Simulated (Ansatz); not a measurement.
**MgO: excitons and shallow donors from band masses and screening**

Method: Ansatz, DFT PBE, scalar-relativistic, plane waves, PAW.

Cutoff 420 eV; k points 10×10×10 on the computed 2-atom cell (Γ-centred); Gaussian smearing, width 0.02 eV; no spin polarisation.

Relaxed cell: Fm-3m, a = 4.254 Å, b = 4.254 Å, c = 4.254 Å, α = 90.00°, β = 90.00°, γ = 90.00°, 2 atoms in the primitive cell.

The calculation gives a Kohn–Sham gap of 4.46 eV, an electron mass of 0.337 mₑ and a hole mass of 0.848 mₑ (harmonic means over x, y, z and over the bands degenerate at each edge), and ε∞ = 3.29 (independent particles, mean of the diagonal).

Question: Estimate the binding energy and radius of a Wannier–Mott exciton and of a shallow donor, and say whether the hydrogenic model can hold.

Answer: The reduced mass is μ = mₙmₕ/(mₙ + mₕ) = 0.241 mₑ, with mₙ and mₕ the band masses. With E_b = 13.606 eV × μ/ε² and a = 0.529 Å × ε/μ (μ in mₑ) the exciton has E_b = 302 meV and a = 7.2 Å. For a donor μ is the electron mass: 422 meV and 5.2 Å. The radius isn't large against the shortest lattice vector (3.01 Å), so the continuum picture is doubtful and the numbers are only a scale. In a polar crystal the ions screen too, so a state bound more weakly than an optical phonon feels the larger static constant, which lowers the energy and widens the orbit. The other way, the small Kohn–Sham gap and the missing local fields make ε∞ too large and the masses tend to be too light, which underbinds.